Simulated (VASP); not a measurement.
Output of a VASP run:

### OUTCAR
```
 ion  position               nearest neighbor table
   1  0.000  0.000  0.000-
   2  0.500  0.500  0.500-
  LATTYP: Found a simple cubic cell.
 ALAT       =     4.3256591704
 Subroutine PRICEL returns:
 Original cell was already a primitive cell.
 Subroutine GETGRP returns: Found 48 space group operations
The static configuration has the point symmetry O_h .
The dynamic configuration has the point symmetry O_h .
 Subroutine INISYM returns: Found 48 space group operations
 Subroutine IBZKPT returns following result:
 Found     20 irreducible k-points:

 Following reciprocal coordinates:
            Coordinates               Weight
  0.000000  0.000000  0.000000      1.000000
  0.166667  0.000000  0.000000      6.000000
  0.333333  0.000000  0.000000      6.000000
  0.500000  0.000000  0.000000      3.000000
  0.166667  0.166667  0.000000     12.000000
  0.333333  0.166667  0.000000     24.000000
  0.500000  0.166667  0.000000     12.000000
  0.333333  0.333333  0.000000     12.000000
  0.500000  0.333333  0.000000     12.000000
  0.500000  0.500000  0.000000      3.000000
  0.166667  0.166667  0.166667      8.000000
  0.333333  0.166667  0.166667     24.000000
  0.500000  0.166667  0.166667     12.000000
  0.333333  0.333333  0.166667     24.000000
  0.500000  0.333333  0.166667     24.000000
  0.500000  0.500000  0.166667      6.000000
  0.333333  0.333333  0.333333      8.000000
  0.500000  0.333333  0.333333     12.000000
  0.500000  0.500000  0.333333      6.000000
  0.500000  0.500000  0.500000      1.000000
   k-points           NKPTS =     20   k-points in BZ     NKDIM =     20   number of bands    NBANDS=     12
   number of dos      NEDOS =    301   number of ions     NIONS =      2
   total plane-waves  NPLWV =  32768
   dimension x,y,z NGX =    32 NGY =   32 NGZ =   32
   dimension x,y,z NGXF=    64 NGYF=   64 NGZF=   64
   ions per type =               1   1
   PREC   = accura    normal or accurate (medium, high low for compatibility)
   ISTART =      0    job   : 0-new  1-cont  2-samecut
   ICHARG =      2    charge: 1-file 2-atom 10-const
   ISPIN  =      1    spin polarized calculation?
   LNONCOLLINEAR =      F non collinear calculations
   LSORBIT =      F    spin-orbit coupling
   INIWAV =      1    electr: 0-lowe 1-rand  2-diag
   ENCUT  =  480.0 eV  35.28 Ry    5.94 a.u.   7.73  7.73  7.73*2*pi/ulx,y,z
   NELM   =    100;   NELMIN=  2; NELMDL= -5     # of ELM steps
   EDIFF  = 0.1E-05   stopping-criterion for ELM
   LREAL  =      F    real-space projection
   NLSPLINE    = F    spline interpolate recip. space projectors
   LMAXMIX     =    4 max onsite mixed and CHGCAR
   VOSKOWN=      0    Vosko Wilk Nusair interpolation
   EDIFFG = -.1E-01   stopping-criterion for IOM
   NSW    =     60    number of steps for IOM
   NBLOCK =      1;   KBLOCK =     60    inner block; outer block
   IBRION =      2    ionic relax: 0-MD 1-quasi-New 2-CG
   NFREE  =      1    steps in history (QN), initial steepest desc. (CG)
   ISIF   =      3    stress and relaxation
   ISYM   =      2    0-nonsym 1-usesym 2-fastsym
   TEIN   =    0.0    initial temperature
   TEBEG  =    0.0;   TEEND  =   0.0 temperature during run
   SMASS  =  -3.00    Nose mass-parameter (am)
   PSTRESS=    0.0 pullay stress
   NELECT =      16.0000    total number of electrons
   EFERMI =   0.00;   METHOD = LEGACY
   ISMEAR =     0;   SIGMA  =   0.05  broadening in eV -4-tet -1-fermi 0-gaus
   IALGO  =     38    algorithm
   LDIAG  =      T    sub-space diagonalisation (order eigenvalues)
   IMIX   =      4    mixing-type and parameters
     AMIX     =   0.40;   BMIX     =  1.00
     AMIX_MAG =   1.60;   BMIX_MAG =  1.00
     AMIN     =   0.10
   METAGGA = R2SCAN    functional components
   VOSKOWN =     0    Vosko Wilk Nusair interpolation
   LHFCALC =     F    Hartree Fock is set to
   LHFONE  =     F    Hartree Fock one center treatment
...
```

File OSZICAR:
```
       N       E                     dE             d eps       ncg     rms          rms(c)
DAV:   1     0.570836266071E+02    0.57084E+02   -0.64981E+03   480   0.109E+03
DAV:   2    -0.390795803280E+02   -0.96163E+02   -0.89461E+02   756   0.178E+02
DAV:   3    -0.458733608735E+02   -0.67938E+01   -0.67674E+01   588   0.555E+01
DAV:   4    -0.459410076056E+02   -0.67647E-01   -0.67619E-01   544   0.643E+00
DAV:   5    -0.459415567185E+02   -0.54911E-03   -0.54904E-03   600   0.577E-01    0.173E+00
DAV:   6    -0.428766468014E+02    0.30649E+01   -0.60022E-01   540   0.654E+00    0.142E+00
DAV:   7    -0.416246263127E+02    0.12520E+01   -0.46925E-01   552   0.544E+00    0.563E-01
DAV:   8    -0.423452291530E+02   -0.72060E+00   -0.36706E-01   488   0.623E+00    0.446E-01
DAV:   9    -0.423515131398E+02   -0.62840E-02   -0.15642E-01   496   0.460E+00    0.266E-01
DAV:  10    -0.423418522797E+02    0.96609E-02   -0.16053E-01   480   0.445E+00    0.846E-02
DAV:  11    -0.423093258751E+02    0.32526E-01   -0.28166E-02   504   0.210E+00    0.655E-02
DAV:  12    -0.423230560760E+02   -0.13730E-01   -0.11281E-02   500   0.133E+00    0.509E-02
DAV:  13    -0.423218100638E+02    0.12460E-02   -0.25405E-04   584   0.180E-01    0.363E-02
DAV:  14    -0.423249869084E+02   -0.31768E-02   -0.14803E-03   488   0.471E-01    0.751E-03
DAV:  15    -0.423250523631E+02   -0.65455E-04   -0.62600E-05   564   0.106E-01    0.508E-03
DAV:  16    -0.423250670778E+02   -0.14715E-04   -0.17931E-06   448   0.171E-02    0.479E-03
DAV:  17    -0.423250501025E+02    0.16975E-04   -0.42841E-06   524   0.297E-02    0.343E-03
DAV:  18    -0.423250823978E+02   -0.32295E-04   -0.22032E-05   488   0.656E-02    0.164E-03
DAV:  19    -0.423250832865E+02   -0.88866E-06   -0.38903E-07   384   0.697E-03
   1 F= -.42325083E+02 E0= -.42325083E+02  d E =-.423251E+02
```

OUTCAR:
```
------------------------ aborting loop because EDIFF is reached ----------------------------------------
  FORCE on cell =-STRESS in cart. coord.  units (eV):
  Direction    XX          YY          ZZ          XY          YZ          ZX
  --------------------------------------------------------------------------------------
  Total        0.0031818      0.0031818      0.0031818      0.0000000      0.0000000     -0.0000000
  in kB        0.0629837      0.0629837      0.0629837      0.0000000      0.0000000     -0.0000000
  external PRESSURE =       0.0629837 kB  Pullay stress =       0.0000000 kB
  volume of cell :       80.94
      direct lattice vectors                 reciprocal lattice vectors
     4.325659170  0.000000000  0.000000000     0.231178639  0.000000000  0.000000000
     0.000000000  4.325659170  0.000000000     0.000000000  0.231178639  0.000000000
     0.000000000  0.000000000  4.325659170     0.000000000  0.000000000  0.231178639
 POSITION                                       TOTAL-FORCE (eV/Angst)
 -----------------------------------------------------------------------------------
      0.00000      0.00000      0.00000         0.000000      0.000000      0.000000
      2.16283      2.16283      2.16283         0.000000      0.000000      0.000000
 -----------------------------------------------------------------------------------
    total drift:                                0.000000      0.000000     -0.000000
  FREE ENERGIE OF THE ION-ELECTRON SYSTEM (eV)
  ---------------------------------------------------
  free  energy   TOTEN  =       -42.3250832865 eV

  energy  without entropy=      -42.3250832865  energy(sigma->0) =      -42.32508329

 reached required accuracy - stopping structural energy minimisation
```
(Selected blocks of OUTCAR.)

### POSCAR
```
CsBr
1
    4.3256591704     0.0000000000    -0.0000000000
   -0.0000000000     4.3256591704     0.0000000000
    0.0000000000    -0.0000000000     4.3256591704
Cs Br
1 1
Direct
  0.0000000000   0.0000000000   0.0000000000
  0.5000000000   0.5000000000   0.5000000000
```

Q: Reconstruct the remaining input files.

A: Several could match; the one computed here: the input of the run itself, r2SCAN meta-GGA, plane waves, VASP's PBE PAW potentials (set 64).

**KPOINTS**
```
Regular mesh
0
G
6 6 6
```

### INCAR
```
SYSTEM = CsBr
PREC = Accurate; ENCUT = 480; LREAL = F
LASPH = T
EDIFF = 1E-6; NELM = 100; ALGO = Normal
LMAXMIX = 4; LMIXTAU = T
ISMEAR = 0; SIGMA = 0.05
METAGGA = R2SCAN
IBRION = 2; NSW = 60; ISIF = 3
EDIFFG = -0.01
LWAVE = F; LCHARG = F
```

POTCAR, in this order: Cs_sv Br (PBE.64 set). Program: vasp_std.

The compound is CsBr in the CsCl type structure. It was relaxed first. The start is the result of an earlier pass.
